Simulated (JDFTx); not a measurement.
# CuO (Tenorite) (C2/c) in JDFTx: settings compared

One crystal, CuO (Tenorite), is run at these levels: PBEsol, r2SCAN; tasks: band structure.

Everything below comes from runs of JDFTx 1.7.0 (patched build). Logs are shortened: lines on timing, memory, paths and dates and some standing lists are left out, and cuts for length are marked. The log counts tension as positive stress, the text compression.

## (1) Starting point

Symmetry: C2/c, No. 15, monoclinic system. The conventional cell has a = 4.684 Å, b = 3.423 Å, c = 5.129 Å, α = 90.00°, β = 99.54°, γ = 90.00°. Cu (site symmetry -1) is surrounded by 4 O at 1.95 to 1.96 Å. Around O (site symmetry 2) lie 4 Cu at 1.95 to 1.96 Å.

## (2) Band structure, PBEsol

bands.in reads:

```
lattice \
    4.4254551250     4.4254551250    -1.6063190351 \
   -3.2338883171     3.2338883171     0.0000000000 \
    0.0000000000     0.0000000000     9.5579879301
coords-type Lattice
ion Cu     0.5000000000     0.0000000000     0.5000000000 1
ion Cu     0.0000000000     0.5000000000     0.0000000000 1
ion O      0.4184000000     0.5816000000     0.7500000000 1
ion O      0.5816000000     0.4184000000     0.2500000000 1

ion-species pseudo/Cu.upf
ion-species pseudo/O.upf
elec-cutoff 46 368
elec-ex-corr gga-PBEsol
elec-smearing Fermi 0.0018374661
elec-n-bands 33
electronic-minimize nIterations 30 energyDiffThreshold 1e-06
davidson-band-ratio 1.3
forces-output-coords Cartesian
include path.kpoints
symmetries none
fix-electron-density run.$VAR

dump-name bands.$VAR
dump End Ecomponents EigStats BandEigs Kpoints Forces
```

path.kpoints reads:

```
kpoint +0.0000000000 +0.0000000000 +0.0000000000 0.020000000000
kpoint -0.0833333333 -0.0833333333 +0.0000000000 0.020000000000
kpoint -0.1666666667 -0.1666666667 +0.0000000000 0.020000000000
kpoint -0.2500000000 -0.2500000000 +0.0000000000 0.020000000000
kpoint -0.3333333333 -0.3333333333 +0.0000000000 0.020000000000
kpoint -0.4166666667 -0.4166666667 +0.0000000000 0.020000000000
kpoint -0.5000000000 -0.5000000000 +0.0000000000 0.020000000000
kpoint -0.5247847702 -0.5247847702 +0.3275098836 0.020000000000
kpoint -0.5000000000 -0.5000000000 +0.5000000000 0.020000000000
kpoint -0.5667537928 -0.4332462072 +0.5000000000 0.020000000000
kpoint -0.6335075857 -0.3664924143 +0.5000000000 0.020000000000
kpoint -0.3664924143 +0.3664924143 +0.5000000000 0.020000000000
kpoint -0.3141363551 +0.3141363551 +0.5000000000 0.020000000000
kpoint -0.2617802959 +0.2617802959 +0.5000000000 0.020000000000
kpoint -0.2094242367 +0.2094242367 +0.5000000000 0.020000000000
kpoint -0.1570681776 +0.1570681776 +0.5000000000 0.020000000000
kpoint -0.1047121184 +0.1047121184 +0.5000000000 0.020000000000
kpoint -0.0523560592 +0.0523560592 +0.5000000000 0.020000000000
kpoint +0.0000000000 +0.0000000000 +0.5000000000 0.020000000000
kpoint -0.0792025383 -0.0792025383 +0.5287483527 0.020000000000
kpoint -0.1584050766 -0.1584050766 +0.5574967055 0.020000000000
kpoint -0.2376076149 -0.2376076149 +0.5862450582 0.020000000000
kpoint -0.3168101532 -0.3168101532 +0.6149934109 0.020000000000
kpoint -0.3960126915 -0.3960126915 +0.6437417636 0.020000000000
kpoint -0.4752152298 -0.4752152298 +0.6724901164 0.020000000000
kpoint -0.5000000000 -0.5000000000 +0.0000000000 0.020000000000
kpoint -0.6127316330 -0.3872683670 +0.0000000000 0.020000000000
kpoint -0.3872683670 +0.3872683670 +0.0000000000 0.020000000000
kpoint -0.3388598211 +0.3388598211 +0.0000000000 0.020000000000
kpoint -0.2904512753 +0.2904512753 +0.0000000000 0.020000000000
kpoint -0.2420427294 +0.2420427294 +0.0000000000 0.020000000000
kpoint -0.1936341835 +0.1936341835 +0.0000000000 0.020000000000
kpoint -0.1452256376 +0.1452256376 +0.0000000000 0.020000000000
kpoint -0.0968170918 +0.0968170918 +0.0000000000 0.020000000000
kpoint -0.0484085459 +0.0484085459 +0.0000000000 0.020000000000
kpoint +0.0000000000 +0.0000000000 +0.0000000000 0.020000000000
kpoint -0.0833333333 +0.0000000000 +0.0000000000 0.020000000000
kpoint -0.1666666667 +0.0000000000 +0.0000000000 0.020000000000
kpoint -0.2500000000 +0.0000000000 +0.0000000000 0.020000000000
kpoint -0.3333333333 +0.0000000000 +0.0000000000 0.020000000000
kpoint -0.4166666667 +0.0000000000 +0.0000000000 0.020000000000
kpoint -0.5000000000 +0.0000000000 +0.0000000000 0.020000000000
kpoint -0.5000000000 +0.0000000000 +0.5000000000 0.020000000000
kpoint -0.4285714286 +0.0000000000 +0.4285714286 0.020000000000
kpoint -0.3571428571 +0.0000000000 +0.3571428571 0.020000000000
kpoint -0.2857142857 +0.0000000000 +0.2857142857 0.020000000000
kpoint -0.2142857143 +0.0000000000 +0.2142857143 0.020000000000
kpoint -0.1428571429 +0.0000000000 +0.1428571429 0.020000000000
kpoint -0.0714285714 +0.0000000000 +0.0714285714 0.020000000000
kpoint +0.0000000000 +0.0000000000 +0.0000000000 0.020000000000
```

Potentials or basis: PseudoDojo-SR-PBEsol-0.4.1-standard with smoothed tails.

On the command line:

```console
jdftx -c 1 -i bands.in -o bands.out
```

Log:

```text
*************** JDFTx 1.7.0 (patched build) ***************

Input parsed successfully to the following command list (including defaults):
[... the input with its defaults ...]

---------- Initializing the Grid ----------
R =
[      4.42546      4.42546     -1.60632  ]
[     -3.23389      3.23389            0  ]
[            0            0      9.55799  ]
unit cell volume = 273.577
G =
[   0.709891   -0.97146   0.119305  ]
[   0.709891    0.97146   0.119305  ]
[         -0          0   0.657375  ]
Minimum fftbox size, Smin = [  48  48  84  ]
Chosen fftbox size, S = [  48  48  84  ]

---------- Initializing tighter grid for wavefunction operations ----------
R =
[      4.42546      4.42546     -1.60632  ]
[     -3.23389      3.23389            0  ]
[            0            0      9.55799  ]
unit cell volume = 273.577
G =
[   0.709891   -0.97146   0.119305  ]
[   0.709891    0.97146   0.119305  ]
[         -0          0   0.657375  ]
Minimum fftbox size, Smin = [  36  36  60  ]
Chosen fftbox size, S = [  36  36  60  ]

---------- Exchange Correlation functional ----------
Initalized PBEsol GGA exchange.
Initalized PBEsol GGA correlation.

---------- Setting up pseudopotentials ----------
Width of ionic core gaussian charges (only for fluid interactions / plotting) set to 0

Reading pseudopotential file 'pseudo/Cu.upf':
  'Cu' pseudopotential, 'PBESOL' functional
  Generated using ONCVPSP code by D. R. Hamann
  19 valence electrons, 4 orbitals, 6 projectors, 1001 radial grid points, with lMax = 2
    3S    l: 0   occupation:  2.0   eigenvalue: -4.204292
    3P    l: 1   occupation:  6.0   eigenvalue: -2.645923
    3D    l: 2   occupation: 10.0   eigenvalue: -0.185942
    4S    l: 0   occupation:  1.0   eigenvalue: -0.169360
  Core radius for overlap checks: 1.70 bohrs.

Reading pseudopotential file 'pseudo/O.upf':
  'O' pseudopotential, 'PBESOL' functional
  Generated using ONCVPSP code by D. R. Hamann
  6 valence electrons, 2 orbitals, 5 projectors, 936 radial grid points, with lMax = 2
    2S    l: 0   occupation:  2.0   eigenvalue: -0.874950
    2P    l: 1   occupation:  4.0   eigenvalue: -0.329796
  Core radius for overlap checks: 1.39 bohrs.

Initialized 2 species with 4 total atoms.

Folded 50 k-points by 1x1x1 to 50 k-points.

---------- Setting up k-points, bands, fillings ----------
No reducable k-points.
Computing the number of bands and number of electrons
Calculating initial fillings.
nElectrons:  50.000000   nBands: 33   nStates: 50

----- Setting up reduced wavefunction bases (one per k-point) -----
average nbasis = 4079.140 , ideal nbasis = 4076.713

---------- Setting up ewald sum ----------
Optimum gaussian width for ewald sums = 2.056963 bohr.
Real space sum over 1089 unit cells with max indices [  5  5  4  ]
Reciprocal space sum over 3211 terms with max indices [  6  6  9  ]

---------- Allocating electronic variables ----------
Reading n from file 'run.n' ... done
Initializing wave functions:  linear combination of atomic orbitals
Note: number of bands (33) exceeds available atomic orbitals (28)

----------- Band structure minimization -------------
Minimization will be done independently for each quantum number.

---- Minimization of quantum number:     0  [ +0.0000000 +0.0000000 +0.0000000 ]  0.040000000 ----
BandDavidson: Iter:   0  Eband: -0.321919667160502
BandDavidson: Iter:   1  Eband: -0.343901657832880  dEband: -2.198199e-02
BandDavidson: Iter:   2  Eband: -0.350970705020150  dEband: -7.069047e-03
BandDavidson: Iter:   3  Eband: -0.353162753613314  dEband: -2.192049e-03
[... 611 lines of inner loops ...]
BandDavidson: Iter:   9  Eband: -0.354211221368227  dEband: -2.587859e-06
BandDavidson: Iter:  10  Eband: -0.354211941015820  dEband: -7.196476e-07
BandDavidson: Converged (dEband<1.000000e-06)
	FillingsUpdate:  mu: +0.458419121  nElectrons: 50.000000
WARNING: these k-points are no uniform mesh, so that mu and the fillings of partly filled bands are only those of these points: take mu from the calculation that made the density or potential.

Dumping 'bands.eigStats' ...
	eMin: -3.667142 at state 49 ( [ +0.000000 +0.000000 +0.000000 ] spin 0 )
	HOMO: +0.456818 at state 37 ( [ -0.166667 +0.000000 +0.000000 ] spin 0 )
	mu  : +0.458419
	LUMO: +0.460771 at state 47 ( [ -0.142857 +0.000000 +0.142857 ] spin 0 )
	eMax: +1.089109 at state 17 ( [ -0.052356 +0.052356 +0.500000 ] spin 0 )
	HOMO-LUMO gap: +0.003953
	Optical gap  : +0.009409 at state 41 ( [ +0.500000 +0.000000 +0.000000 ] spin 0 )
Done!
[note: mu, HOMO and LUMO in a band run belong to the points of the path alone and aren't those of the crystal]
```

Wall time 59 s (1 thread of Intel Xeon Platinum 8259CL at 2.50GHz (Skylake/Cascade Lake), shared host); peak memory 0.18 GiB.

Results:

| Property | Result |
| --- | --- |
| Band gap along the path | none (metal or under the smearing width) |

Levels at the corners of the path, in eV from the Fermi level:
```tsv
point	band 23	band 24	band 25	band 26	band 27	band 28
Γ	-2.09	-1.60	0.20	0.92	1.61	5.83
Y	-1.67	-1.14	-0.62	1.04	3.15	6.92
F	-1.31	-1.25	-0.66	0.15	4.07	5.99
L	-1.24	-1.24	-0.45	-0.45	5.05	5.05
I	-1.43	-1.43	-0.31	-0.31	5.69	5.69
I1	-1.43	-1.43	-0.31	-0.31	5.69	5.69
Z	-1.48	-1.48	0.21	0.21	3.81	3.81
F1	-1.31	-1.25	-0.66	0.15	4.07	5.99
Y	-1.67	-1.14	-0.62	1.04	3.15	6.92
X1	-1.39	-1.31	-1.23	0.86	4.71	7.03
X	-1.39	-1.31	-1.23	0.86	4.71	7.03
Γ	-2.09	-1.60	0.20	0.92	1.61	5.83
N	-1.49	-1.34	-0.04	0.22	4.68	6.13
M	-1.67	-1.54	-0.09	0.73	4.94	6.40
Γ	-2.09	-1.60	0.20	0.92	1.61	5.83
```

Caveat: the k mesh is coarse (spacing up to 0.41 Å⁻¹), so the values aren't converged; the run has no spin polarisation, though such a crystal can be magnetic; semilocal functionals often make such compounds metallic where correlation or magnetic order opens a gap, which also shifts bond lengths.

## (3) Band structure, r2SCAN

bands.in reads:

```
lattice \
    4.4254551250     4.4254551250    -1.6063190351 \
   -3.2338883171     3.2338883171     0.0000000000 \
    0.0000000000     0.0000000000     9.5579879301
coords-type Cartesian
ion Cu     1.4095680449    -1.6169441585     4.7789939651 1
ion Cu     2.2127275625     1.6169441585     0.0000000000 1
ion O      3.2207158487     0.5277705733     7.1684909476 1
ion O      4.0238753662    -0.5277705733     2.3894969825 1

ion-species pseudo/Cu.upf
ion-species pseudo/O.upf
elec-cutoff 50 400
elec-ex-corr mgga-x-r2scan mgga-c-r2scan
elec-smearing Fermi 0.0018374661
elec-n-bands 33
electronic-minimize nIterations 30 energyDiffThreshold 1e-06
davidson-band-ratio 1.3
forces-output-coords Cartesian
include path.kpoints
symmetries none
fix-electron-density run.$VAR

dump-name bands.$VAR
dump End Ecomponents EigStats BandEigs Kpoints Forces
```

path.kpoints is that of step 2.

Potentials or basis: SG15-PBE-1.2 with smoothed tails.

On the command line:

```console
jdftx -c 1 -i bands.in -o bands.out
```

Run time: 4.7 min. Hardware: 1 thread of Intel Xeon Platinum 8259CL at 2.50GHz (Skylake/Cascade Lake), shared host; peak memory 0.21 GiB.

These settings aren't checked as converged: the numbers below hold their error.

Results:

```
Band gap along the path : none (metal or under the smearing width)
```

Caveat: the k mesh is coarse (spacing up to 0.62 Å⁻¹), so the values aren't converged; the run has no spin polarisation, though such a crystal can be magnetic; semilocal functionals often make such compounds metallic where correlation or magnetic order opens a gap, which also shifts bond lengths.
